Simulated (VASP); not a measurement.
SnS:

```xyz
8
Lattice="11.2000 0.0000 0.0000 0.0000 3.9870 0.0000 0.0000 0.0000 4.3340" Properties=species:S:1:pos:R:3 pbc="T T T"
Sn    1.3373    0.9968    0.5192
Sn    4.2627    2.9903    2.6862
Sn    6.9373    0.9968    1.6478
Sn    9.8627    2.9903    3.8148
S     9.5290    0.9968    2.0773
S     7.2710    2.9903    4.2443
S     3.9290    0.9968    0.0897
S     1.6710    2.9903    2.2567
```

| Item | Value |
| --- | --- |
| Program | VASP 6.6.1 |
| Task | relaxation of cell and atoms |
| Functional | PBEsol |
| Potentials or basis | VASP PAW PBE potentials, release 64 (Sn_d, S) |
| Cutoff | 600 eV |
| k mesh | 4 × 8 × 6 |
| Occupations | gaussian, width 0.03 eV |
| Spin | no spin polarisation |

At the start: pressure -0.8 GPa; volume 24.19 Å³/atom.

Task: How do energy, volume and symmetry change on relaxing?

Result: Over 17 steps the energy falls by 3.3 meV/atom and the volume is 23.42 Å³/atom (-3.2 %); space group Pnma (No. 62, to 0.05 Å).

Step by step:
```tsv
step	energy change (eV)	largest force (eV/Å)	pressure (GPa)	volume (Å³)
1	0.0000	0.0741	-0.79	193.53
2	-0.0097	0.1417	0.13	190.21
3	-0.0097	0.1445	0.17	190.10
4	-0.0166	0.0946	0.11	189.32
5	-0.0225	0.0337	0.02	187.85
6	-0.0226	0.0383	0.03	187.65
7	-0.0247	0.0292	-0.04	187.49
8	-0.0246	0.0292	-0.03	187.48
9	-0.0254	0.0155	0.05	187.24
10	-0.0255	0.0152	0.09	187.09
11	-0.0257	0.0241	-0.09	187.58
12	-0.0258	0.0208	-0.02	187.43
13	-0.0258	0.0204	-0.05	187.45
14	-0.0259	0.0183	-0.02	187.43
15	-0.0260	0.0166	-0.01	187.41
16	-0.0262	0.0091	0.02	187.33
17	-0.0262	0.0094	-0.01	187.35
```

Final structure:
```
CELL_PARAMETERS angstrom
11.08297 0.00000 0.00000
0.00000 3.98446 0.00000
0.00000 0.00000 4.24249
ATOMIC_POSITIONS crystal
Sn 0.11831 0.25000 0.11342
Sn 0.38169 0.75000 0.61342
Sn 0.61831 0.25000 0.38658
Sn 0.88169 0.75000 0.88658
S 0.85349 0.25000 0.47308
S 0.64651 0.75000 0.97308
S 0.35349 0.25000 0.02692
S 0.14651 0.75000 0.52692
```

Caveat: the PAW data sets were made with another functional, which shifts forces and pressure a little.
